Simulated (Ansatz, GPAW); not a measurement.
# Ballistic transport through naphthalene-2,6-dithiol between two Al chains, from relaxation to T(E), part 2 of 4

How well does naphthalene-2,6-dithiol between two Al chains conduct once its atoms have relaxed, and how much do cheaper levels lose?

GPAW 26.7.0 and Ansatz 0.2.0; Ansatz plane waves; relaxation of the junction with the lead ends held (the session's first sound run).

So far. Step 2 (Relaxing the atoms): The relaxation lowered the energy of the cell by 2.33 eV.

**3. Plane waves, PBE**

A plane-wave run comes first: its basis does not favour the atoms, so it serves as the reference for the orbital bases.

This step: Ansatz plane waves; Landauer transmission by layers, zero bias (Ansatz 0.2.0).

Contents of input.yaml:

```yaml
crystal:
  lattice:
    - [12.7843740557, 0.0, 0.0]
    - [0.0, 9.1410118177, 0.0]
    - [0.0, 0.0, 41.4500327119]
  atoms:
    - { symbol: Al, position: [0.5, 0.5, 0.02895052] }
    - { symbol: Al, position: [0.5, 0.5, 0.0868515599] }
    - { symbol: Al, position: [0.5, 0.5, 0.1447525999] }
    - { symbol: Al, position: [0.5, 0.5, 0.2026536398] }
    - { symbol: Al, position: [0.5, 0.5, 0.2605546798] }
    - { symbol: Al, position: [0.4046219678, 0.5876290763, 0.3115977409] }
    - { symbol: Al, position: [0.4593344888, 0.5442594927, 0.3722291956] }
    - { symbol: S, position: [0.359073099, 0.6758543522, 0.405726355] }
    - { symbol: H, position: [0.5701029536, 0.657526577, 0.4363398867] }
    - { symbol: C, position: [0.4046223058, 0.65451483, 0.4461550006] }
    - { symbol: C, position: [0.5092983379, 0.651807828, 0.4547985581] }
    - { symbol: H, position: [0.2446663435, 0.651192236, 0.4636776093] }
    - { symbol: C, position: [0.3268328773, 0.6501344786, 0.4706970916] }
    - { symbol: H, position: [0.7071163076, 0.6462095115, 0.478766558] }
    - { symbol: C, position: [0.5398046593, 0.6470762149, 0.4876825005] }
    - { symbol: C, position: [0.3545307941, 0.6467612165, 0.5027764097] }
    - { symbol: C, position: [0.6464544016, 0.6473240443, 0.4972986485] }
    - { symbol: C, position: [0.4611871308, 0.6468006295, 0.5123899812] }
    - { symbol: H, position: [0.2938986352, 0.6452735818, 0.5213154504] }
    - { symbol: C, position: [0.6741634885, 0.6505978767, 0.529377081] }
    - { symbol: H, position: [0.7563331279, 0.651930156, 0.5363905723] }
    - { symbol: C, position: [0.4916959312, 0.6514578827, 0.5452734208] }
    - { symbol: C, position: [0.5963743293, 0.654525033, 0.5539163115] }
    - { symbol: H, position: [0.4309021683, 0.65684833, 0.5637416941] }
    - { symbol: S, position: [0.6418728275, 0.675802628, 0.5943529595] }
    - { symbol: Al, position: [0.5415650186, 0.5440750178, 0.627807467] }
    - { symbol: Al, position: [0.5961538976, 0.5867194355, 0.6884702346] }
    - { symbol: Al, position: [0.5, 0.5, 0.7394453202] }
    - { symbol: Al, position: [0.5, 0.5, 0.7973463602] }
    - { symbol: Al, position: [0.5, 0.5, 0.8552474001] }
    - { symbol: Al, position: [0.5, 0.5, 0.9131484401] }
    - { symbol: Al, position: [0.5, 0.5, 0.97104948] }
kpoints:
  mp_grid: { grid: [1, 1, 2] }
hamiltonian:
  xc: pbe
scf:
  occupations: { method: fermi_dirac, width: 0.1 }
output:
  transmission:
    leads: [[0, 1]]
    e_range: [-2, 2]
    de: 0.025
    kmesh: [1, 1]
    reduced_basis: true
  write_potential: true
  write_density: true
  volumetric_format: npy
  elf: true
```

Started as:

```bash
ansatz run input.yaml --threads 4 --pin off --max-ram 8192MiB --backend cpu --events-out ev --progress --plain --runs-dir out
```

Numbers of over 12 decimals in the logs are rounded to 6 here.

Log:

```text
[...]
Crystal: 32 atoms, lattice volume = 4843.938 Å³
Basis set: ecut = 420 eV, 94715 PW (Γ)
Bands: 82, of which v1, the nominal top of the filled ones, is band 50 counted from 1 (49 counted from 0)
Symmetry: 1 space group operations
[...]
k-points: 2
[...]
SCF iter   1: F=—  HF=-11908.723825 eV  |F-HF|=—  |Δ(HF+E_count)|=         —  Δρ=1.73e-3  dr2=2.95e-1  ethr=1.77e-3  ⟨swp⟩=17.0  Hψ=1300  notcnv=0  defer=4
[...]
SCF iter  12: F=-11908.699703 eV  HF=-11908.699703 eV  |F-HF|=1.19e-8  |Δ(HF+E_count)|=   1.02e-7  Δρ=6.31e-7  dr2=4.43e-8  ethr=1.00e-10  ⟨swp⟩=22.0  Hψ=719  notcnv=0
[...]
SCF 1 converged in 12 iterations: F = -11908.699703 eV  dr2 = 4.43e-8
[...]
transmission: 6 of 56 steps passed
transmission: 12 of 56 steps passed
[...]
transmission: 56 of 56 steps passed
WARN: The output density's exchange-correlation potential varies sharply where the density is thin. Do not read a vacuum level from v_tot or v_xc, or from such a field of the output density. On a cell that repeats whose density bears no net charge and no dipole along the vacuum's axis use v_es (v_loc + v_h of the components); under efield.dipole_correction with no amplitude use v_es + v_field, which holds any externa [...]
SCF converged after 12 iterations
Free energy (F): -11908.699703 eV
[...]
Internal energy: -11908.073571 eV  (E = F + TS)
E sigma→0 (E₀):  -11908.386637 eV
Entropy (-TS):   -0.626132 eV (-19.567 meV/atom)
Fermi energy:    -3.260402 eV
[...]
--- Band table (eV) ---
  k-point 0: bands = [... 46 lower, -3.6003, -3.4693, -3.4581, -3.2850, -3.2734, -3.0509, -3.0258, -2.7523, ... 28 higher]
  k-point 1: bands = [... 46 lower, -3.6004, -3.4688, -3.4627, -3.2864, -3.2646, -3.0479, -3.0378, -2.7580, ... 28 higher]
--- Transmission ---
  basis      : 1033 plane waves across, 56 finite elements along
  points     : 1, standing for a mesh of 1 x 1
  filling    : by the input's occupations and mesh, since the crystals that have channels conduct as metals do. If one of these is a semiconductor, that mesh has misplaced its level
  energies   : 161 from -2.000000 to 2.000000 eV about the Fermi level, 0.025000 eV apart; the leads are filled to 0.000000 eV, and channels, transmission and decay are at 0.000000 eV
  crystal 0  : Al1, at the sites [0, 1], period 2.4000 Å, over 24.00 Å; its Hamiltonian steps by up to 3.6 meV
    offset         : up to 0.0000 Å between an atom of the period and one for which it stands
    filled         : 10.8 meV over the level at which it is neutral
    channels       : 2.000000e0 a spin
    conductance    : 1.3260e14 S/m² at 300 K; may be off by some 0.0 % by where its bands' edges are placed, 0.0 % from the distance to neutral
  junction   : crystal 0 to crystal 0, 0.70 to 39.75 Å
    transmission   : 5.155063e-3 a spin
    conductance    : 3.3674e11 S/m² at 300 K (3.3676e11 on every other energy)
    error estimate : 0.0 % from the energy spacing and 0.0 % from band edges of the leads and from resonances (wavevectors taken as independent; lower de), 1.4 % from the steps of its leads' Hamiltonians or their offsets (lay more layers), 2.2 % from the distance to neutral
    resistance     : 2.9622e0 Ω µm² beyond half of each lead's own
```

Run time: 3 h. Hardware: 4 threads of Arm Neoverse N1, shared host; peak memory 6.7 GiB.

In the SCF lines HF is the Harris–Foulkes energy and dr2 the Hartree energy of the density residual, in eV; the loop may stop once dr2 is under the threshold and the program's other checks hold. Hψ counts applications of the Hamiltonian.

Numbers from this step:

* free energy: -11908.6997 eV
* lead level: 0 eV from the Fermi level
* transmission at the Fermi level (one spin): 0.005155
* open channels of the lead at the Fermi level (one spin): 2
* step of the potential along the lead: 3.6 meV
* offset of the lead: 0 Å
* filling of the lead less its bulk value, in size: 10.8 meV
* conductance: 0.005079 G₀

One spin. Table of transmission, zone mean by energy, zero at the Fermi level:

```csv
energy (eV),"transmission, zone mean"
-2.000,0.0106
-1.875,0.990
-1.800,0.0216
-1.600,0.0303
-1.400,0.0301
-1.200,0
-1.000,0
-0.800,0
-0.600,0
-0.400,0
-0.200,0.00207
0.000,0.00516
0.200,0.00612
0.400,0.00704
0.600,0.00891
0.800,0.0110
1.000,0.0150
1.200,0.0225
1.400,0.0392
1.600,0.0901
1.800,0.550
1.875,0.966
2.000,0.121
```

One spin. Open channels, zone mean against energy, zero at the Fermi level:

```csv
energy (eV),"open channels, zone mean"
-2.000,1
-1.900,1
-1.800,1
-1.700,1
-1.600,1
-1.500,1
-1.400,1
-1.300,1
-1.200,0
-1.100,0
-1.000,0
-0.900,0
-0.800,0
-0.700,0
-0.600,0
-0.500,0
-0.400,0
-0.300,2
-0.200,2
-0.100,2
0.000,2
0.100,2
0.200,2
0.300,2
0.400,2
0.500,2
0.600,2
0.700,2
0.800,2
0.900,2
1.000,3
1.100,3
1.200,3
1.300,3
1.400,3
1.500,3
1.600,3
1.700,3
1.800,3
1.900,3
2.000,3
```

Crystal 0, spin -, k parallel (0, 0); distinct values, listed up to 1.5 1/Å. The Im kz of the slowest decaying states by energy, zero at the Fermi level:

```csv
energy (eV),decay 1 (Å⁻¹),decay 2 (Å⁻¹),decay 3 (Å⁻¹),decay 4 (Å⁻¹)
-2.000,0.671,0.673,1.17,1.26
-1.800,0.628,0.630,1.14,1.24
-1.600,0.581,0.584,1.12,1.22
-1.400,0.531,0.533,1.10,1.20
-1.200,0.0337,0.475,0.478,1.07
-1.000,0.0780,0.411,0.415,1.05
-0.800,0.0993,0.336,0.340,1.02
-0.600,0.112,0.239,0.244,0.998
-0.400,0.0257,0.0575,0.119,0.972
-0.200,0.121,0.944,1.06,1.12
0.000,0.119,0.916,1.04,1.09
0.200,0.113,0.887,1.01,1.07
0.400,0.102,0.857,0.983,1.04
0.600,0.0841,0.826,0.956,1.02
0.800,0.0543,0.793,0.928,0.989
1.000,0.759,0.899,0.962,0.971
1.200,0.724,0.869,0.934,0.943
1.400,0.686,0.839,0.905,0.915
1.600,0.647,0.807,0.875,0.886
1.800,0.604,0.773,0.845,0.855
2.000,0.559,0.739,0.813,0.824
```

Crystal 0, spin -, k parallel (0, 0). Table of Re kz of states that move upwards by energy, zero at the Fermi level:

```csv
energy (eV),channel 1 (Å⁻¹),channel 2 (Å⁻¹),channel 3 (Å⁻¹)
-2.000,1.13,-,-
-1.900,1.15,-,-
-1.800,1.16,-,-
-1.700,1.18,-,-
-1.600,1.20,-,-
-1.500,1.22,-,-
-1.400,1.24,-,-
-1.300,1.27,-,-
-1.200,-,-,-
-1.100,-,-,-
-1.000,-,-,-
-0.900,-,-,-
-0.800,-,-,-
-0.700,-,-,-
-0.600,-,-,-
-0.500,-,-,-
-0.400,-,-,-
-0.300,0.158,0.166,-
-0.200,0.230,0.236,-
-0.100,0.285,0.289,-
0.000,0.331,0.334,-
0.100,0.371,0.374,-
0.200,0.407,0.410,-
0.300,0.440,0.443,-
0.400,0.471,0.474,-
0.500,0.500,0.502,-
0.600,0.527,0.530,-
0.700,0.553,0.556,-
0.800,0.578,0.580,-
0.900,0.602,0.604,-
1.000,-1.26,0.625,0.627
1.100,-1.24,0.647,0.649
1.200,-1.22,0.669,0.670
1.300,-1.20,0.689,0.691
1.400,-1.19,0.710,0.711
1.500,-1.17,0.729,0.731
1.600,-1.16,0.748,0.750
1.700,-1.15,0.767,0.768
1.800,-1.14,0.785,0.786
1.900,-1.12,0.803,0.804
2.000,-1.11,0.820,0.821
```

The electrostatic potential energy of an electron (with the applied field's), less the Fermi level, planar mean oscillates, so the rows of the table below give means over windows of 2 Å about each position, cut where the curve ends. Its first 14 maxima inside the range that stand out by 2 % of the span (Å: eV): 2.4: 3.96, 4.7: 3.96, 7.2: 3.96, 9.6: 3.91, 11.8: 3.67, 14.2: 3.90, 17.7: 3.78, 19.6: 2.89, 21.9: 2.89, 23.7: 3.78, 27.2: 3.90, 29.6: 3.67, 31.8: 3.91, 34.3: 3.96. Its first 14 minima: 1.2: 3.42, 3.6: 3.41, 6.0: 3.41, 8.3: 3.40, 10.8: 3.32, 12.8: 3.31, 16.6: 3.22, 18.7: 2.71, 20.7: 2.22, 22.7: 2.71, 24.9: 3.22, 28.6: 3.31, 30.7: 3.32, 33.1: 3.40.

Table of electrostatic potential energy of an electron (with the applied field's), less the Fermi level, planar mean by z; means over each step:

```csv
z (Å),"electrostatic potential energy of an electron (with the applied field's), less the Fermi level, planar mean (eV)"
0,3.70
2,3.68
4,3.62
6,3.59
8,3.61
10,3.61
12,3.46
14,3.64
16,3.32
18,3.26
20,2.63
22,2.75
24,3.39
26,3.42
28,3.56
30,3.46
32,3.65
34,3.68
36,3.64
38,3.59
40,3.61
```

Table of valence density, planar mean by z:

```csv
z (Å),"valence density, planar mean (e/Å³)"
0,0.0122
1,0.00901
2,0.0118
3,0.0109
4,0.00984
5,0.0121
6,0.00880
7,0.0122
8,0.00975
9,0.0112
10,0.0115
11,0.0102
12,0.0136
13,0.00965
14,0.0104
15,0.0104
16,0.0241
17,0.0336
18,0.0361
19,0.0693
20,0.0745
21,0.0879
22,0.0665
23,0.0581
24,0.0276
25,0.0371
26,0.0120
27,0.0106
28,0.0102
29,0.0117
30,0.0129
31,0.00960
32,0.0122
33,0.00896
34,0.0120
35,0.0102
36,0.0105
37,0.0120
38,0.00886
39,0.0122
40,0.00917
41,0.0116
```

Electrostatic potential energy in the ca plane at fractional y = 0.655, with atoms of S and H and C within 0.2 Å of it. With pseudopotentials it is smooth inside the atoms' cores, unlike the true potential.

Values in eV, 13 rows by 16 columns, each cell a mean:
```
  1   1   1   1   1   1   1   1   1   1   1   1   1   1   1   1
  1   1   1   1   1   1   1   1   1   1   1   1   0   1   1   1
  1   1   1   1   1   1   1   1   0   0   0  -2  -8   1   1   1
  1   1   1   1   1   1   1   0   0 -16 -11 -19 -22  -1  -9  -2
  1   1   1   1   1   0   0  -1  -1  -6 -45 -32 -32 -19 -39 -17
 -1   0   0   0   0  -1  -1 -10 -24 -20 -33  -5 -30 -23 -15  -9
 -2  -2  -5  -4  -4  -8  -2  -2 -35 -26 -30 -31 -45 -12  -1  -5
 -1  -3 -18 -13  -3  -7 -21 -18 -45  -9 -21 -25  -9 -20  -1  -1
  1  -1  -9  -6   0  -4 -33 -22 -18 -45 -37 -24  -1   0   0   0
  1   0   0   0   1   1  -3  -1  -6 -27  -3 -14  -1   0   1   1
  1   1   1   1   1   1   1   1  -1  -3   0   0   0   1   1   1
  1   1   1   1   1   1   1   1   1   1   1   1   1   1   1   1
  1   1   1   1   1   1   1   1   1   1   1   1   1   1   1   1
```
Columns run along c (16.0 Å, from fractional 0.25 to 0.63 of the cell; values clipped at the 3rd and 97th percentile), rows up along a (12.8 Å). Atoms in or near the plane, at fractional coordinates: S at (0.41, 0.36), H at (0.44, 0.57), C at (0.45, 0.40), C at (0.45, 0.51), H at (0.46, 0.24), C at (0.47, 0.33), H at (0.48, 0.71), C at (0.49, 0.54), C at (0.50, 0.35), C at (0.50, 0.65), C at (0.51, 0.46), H at (0.52, 0.29), C at (0.53, 0.67), H at (0.54, 0.76) and more.

ELF in the ca plane at fractional y = 0.655, with atoms of S and H and C within 0.2 Å of it. It is the smooth field of the valence electrons, not physical close to the nuclei.

Ten even steps from '0' (0.00 × 1e-1) to '9' (9.98 × 1e-1), each cell a mean:
```
00000000000000000000000000000000000000000000
00000000000000000000000000000000000000000000
00000000000000000000000000000000001320000000
00000000000000000000000000111000027884000011
00000000000000000000000001577410049998100344
00000000000000000000000002899961059998103777
00000000000000000000000001799995357985016899
11111111100000011100000100279974772364247778
32223333100000134310006863014641685687577315
54444554210001356530029999413788522551277668
65555665321113566641017999667435411477643468
76555676532335665543101574168548756535630035
65435677755677653466521268754357328735885102
53224678755788743688765654641036655559999300
32113578767898622587447852674455773116999300
10012478999998411476337656852782377410254100
00001368999997200378987313664665899961000000
00000246889874100268886105999622799983000000
00000124667641000135662017999610279984000000
00000011233310000012320005999500014431000000
00000000011000000000000001575200000000000000
00000000000000000000000000011000000000000000
00000000000000000000000000000000000000000000
00000000000000000000000000000000000000000000
```
Columns run along c (16.0 Å, from fractional 0.23 to 0.61 of the cell), rows up along a (12.8 Å). Atoms in or near the plane, at fractional coordinates: S at (0.41, 0.36), H at (0.44, 0.57), C at (0.45, 0.40), C at (0.45, 0.51), H at (0.46, 0.24), C at (0.47, 0.33), H at (0.48, 0.71), C at (0.49, 0.54), C at (0.50, 0.35), C at (0.50, 0.65), C at (0.51, 0.46), H at (0.52, 0.29), C at (0.53, 0.67), H at (0.54, 0.76) and more.

Valence density in the ca plane at fractional y = 0.655, with atoms of S and H and C within 0.2 Å of it. It is the smooth field of the valence electrons, not physical close to the nuclei.

Ten even steps from '0' (0.0 e/Å³) to '9' (2.0 e/Å³), each cell a mean:
```
00000000000000000000000000000000000000000000
00000000000000000000000000000000000000000000
00000000000000000000000000000000000000000000
00000000000000000000000000000000000000000000
00000000000000000000000000000000010000000000
00000000000000000000000000000001373000000000
00000000000000000000000001453223784100122100
00000000000000000000000001488779995212355420
00000000000000000000000000259987789755533531
00000000000000000000023211269731248975445531
00000000000000000000148755789621138962112211
00000000000000000000025999889864479841000000
00000000000000000100015985224899988962000000
00000000000000012332247973112697433574000000
00000000010000013544567985335894100111000000
00000000000000013434433589999986200000000000
00000000000000001344210259865568410000000000
00000000000000000011000159521112200000000000
00000000000000000000000023100000000000000000
00000000000000000000000000000000000000000000
00000000000000000000000000000000000000000000
00000000000000000000000000000000000000000000
00000000000000000000000000000000000000000000
00000000000000000000000000000000000000000000
```
Columns run along c (16.0 Å, from fractional 0.25 to 0.63 of the cell), rows up along a (12.8 Å). Atoms in or near the plane, at fractional coordinates: S at (0.41, 0.36), H at (0.44, 0.57), C at (0.45, 0.40), C at (0.45, 0.51), H at (0.46, 0.24), C at (0.47, 0.33), H at (0.48, 0.71), C at (0.49, 0.54), C at (0.50, 0.35), C at (0.50, 0.65), C at (0.51, 0.46), H at (0.52, 0.29), C at (0.53, 0.67), H at (0.54, 0.76) and more.

T at the Fermi level is 0.00516 of 2 open channels a spin.

(Part 2 of 4 ends here.)

[Logs are printed without paths, hosts, clocks, repeated set-up lines and the standing remarks that a program may print on its own settings, such as how far it seeks lower states.]

[Hosts, paths, dates, database ids (printed as entryN), source tags and the programs' standing remarks are cut or masked in the printed files.]
